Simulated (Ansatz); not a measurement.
# PbO2: the cost of one run

The runs shown are made with Ansatz 0.2.0. PAW datasets, plane waves. Spin-unpolarised throughout. Whether this structure exists isn't addressed.

**1. The structure to begin with**

The unstrained cell was relaxed with r2SCAN; in each strained cell the atoms were relaxed again with r2SCAN. Names of k-points are those of the unstrained zone, where strain can split equivalent points. First state: no strain.

The sheet's in-plane cell has a = 3.227 Å, b = 3.227 Å (γ = 120.0°), and its outermost atoms lie 2.54 Å apart along the normal. Near Pb stand 6 O at 2.25 Å; near O stand 3 Pb at 2.25 Å and 1 O at 2.54 Å.

Structure file:

```xyz
3
Lattice="3.2267 0.0000 0.0000 -1.6133 2.7944 0.0000 0.0000 0.0000 29.1605" Properties=species:S:1:pos:R:3 pbc="T T F"
Pb    0.0000    1.8629    9.0000
O     1.6133    0.9315   10.2687
O     1.6133    0.9315    7.7313
```
Periodic in the plane only; c spans the vacuum.

**2. No strain: PBE**

The input, input.yaml:

```yaml
crystal:
  lattice:
    - [3.2266567856, 0.0, 0.0]
    - [-1.6133283928, 2.7943667456, 0.0]
    - [0.0, 0.0, 29.1605373616]
  atoms:
    - { symbol: Pb, position: [0.3333333333, 0.6666666667, 0.3086362877] }
    - { symbol: O, position: [0.6666666667, 0.3333333333, 0.3521443985] }
    - { symbol: O, position: [0.6666666667, 0.3333333333, 0.265128177] }
  periodic: [true, true, false]
kpoints:
  mp_grid: { grid: [12, 12, 1] }
  band_path:
    path: [[0.0, 0.0, 0.0], [0.5, 0.0, 0.0], [0.3333333333, 0.3333333333, 0.0]]
    npoints: 1
hamiltonian:
  xc: pbe
scf:
  occupations: { method: fermi_dirac, width: 0.02 }
  n_extra_bands: 4
output:
  forces: true
  stress: true
  eigenvalues: true
```

Launch:

```console
ansatz run input.yaml --threads 4 --pin off --max-ram 5529MiB --backend cpu --events-out ev --progress --plain --runs-dir out
```

**Question.** How long does this run take on 4 threads of Intel Xeon 6975P-C (Granite Rapids), shared host, and how much memory does it need?

About 2.4 s, with a peak of 0.58 GiB.
